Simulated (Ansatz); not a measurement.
Crystal: TaN.

```
Ta N
1.0
     2.92177    0.00000    0.00000
    -1.46088    2.53033    0.00000
     0.00000    0.00000    5.91652
Ta N
2 2
Direct
  0.00000 0.00000 0.50000
  0.00000 0.00000 0.00000
  0.33333 0.66667 0.25000
  0.66667 0.33333 0.75000
```

The cell comes from a database or a generator and needn't be the stable form of this composition.

- Program: Ansatz 0.2.0
- Task: relaxation of cell and atoms
- Functional: PBE
- Dispersion: D4
- Potentials or basis: Ansatz PAW
- Cutoff: 420 eV (not typed: the program's choice for these potentials)
- k mesh: 10 × 10 × 5
- Occupations: fermi-dirac, width 0.05 eV
- Spin: no spin polarisation

At the start: volume 10.94 Å³/atom.

Q: Where does the relaxation end?

A: It ends after 8 steps and the volume is 10.74 Å³/atom (-1.8 %); space group P6_3/mmc (No. 194, to 0.05 Å).

Step by step:
```
step  energy change (eV)  largest force (eV/Å)  volume (Å³)
   1              0.0000                0.0000        43.74
   2             -0.0076                0.0000        42.48
   3             -0.0157                0.0000        42.97
   4             -0.0159                0.0000        42.99
   5             -0.0159                0.0000        42.98
   6             -0.0140                0.0000        42.98
   7             -0.0140                0.0000        42.97
   8             -0.0140                0.0000        42.97
```

Final structure:
```
Ta N
1.0
     2.90403    0.00000    0.00000
    -1.45202    2.51497    0.00000
     0.00000    0.00000    5.88396
Ta N
2 2
Direct
  0.00000 0.00000 0.50000
  0.00000 0.00000 0.00000
  0.33333 0.66667 0.25000
  0.66667 0.33333 0.75000
```

Caveat: the plane-wave basis is chosen anew once the cell has moved, so the energies of steps on either side of that aren't comparable; the pressure holds a Pulay correction of +0.5 GPa for the finite cutoff; pairwise dispersion overbinds metals, which lowers pressure and volume.
